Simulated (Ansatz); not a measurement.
Method: Ansatz 0.2.0, DFT PBE, scalar-relativistic, plane waves, PAW. Settings: cutoff 420 eV, Γ-centred meshes spaced at most about 0.3 Å⁻¹, and about 0.25 Å⁻¹ or finer for metals (2π included), Gaussian smearing. No spin polarisation.

These are static total energies at zero pressure.

Problem. Order these relaxed structures of BP₂ by energy, lowest first, with the energy over the lowest of them.
1.

```
B P
1.0
    -1.43247    1.43247    5.26478
     1.43247   -1.43247    5.26478
     1.43247    1.43247   -5.26478
B P
1 2
Direct
  0.00000 0.00000 0.00000
  0.60129 0.60129 0.00000
  0.39871 0.39871 0.00000
```

2.

```
B P
1.0
     4.18194    0.00000    0.00000
     0.00000    4.18194    0.00000
     0.00000    0.00000    2.24192
B P
1 2
Direct
  0.50000 0.50000 0.00000
  0.00000 0.50000 0.00000
  0.50000 0.00000 0.00000
```

3.

```
B P
1.0
     4.38194    0.00000    0.00000
     0.00000    4.38194    0.00000
     0.00000    0.00000    4.54974
B P
2 4
Cartesian
  2.1910 0.0000 0.0000
  0.0000 2.1910 2.2749
  0.7718 0.7718 1.1374
  3.6102 3.6102 1.1374
  3.6102 0.7718 3.4123
  0.7718 3.6102 3.4123
```

Solution. 3 (0 meV/atom), 2 (350 meV/atom), 1 (419 meV/atom). Forms: cell 3 P4_222; cell 2 P4/mmm; cell 1 I4/mmm. Counting P atoms around B (those within 1.25 times the shortest such distance or 1.15 times the sum of covalent radii; the shortest distance is added where it is long for a bond): cell 3 has B 4; cell 2 has B 4; cell 1 has B 8 from 2.3 Å. Cell 3 holds P–P pairs (shortest 2.18 Å); cell 2 holds P–P chains (shortest 2.24 Å); cell 1 holds P–P pairs (shortest 2.13 Å). All come from invented guesses. The lowest form computed isn't among them: it has space group P3m1 (No. 156), 13.6 Å³/atom and lies 0.50 eV/atom below the best shown. Even the lowest of the cells shown lies +0.39 eV/atom against the elements.

Weakly bound directions are ill-defined at this level, which has no dispersion term (I4/mmm), and this can change margins and order among such cells. In P4/mmm, I4/mmm an odd number of electrons in the primitive cell allows no gap without spin; a larger cell or a magnetic state could open one. Cells relaxed within their symmetry can be saddle points. Some candidate types were left out of the draw beforehand, so a known form may be missing.
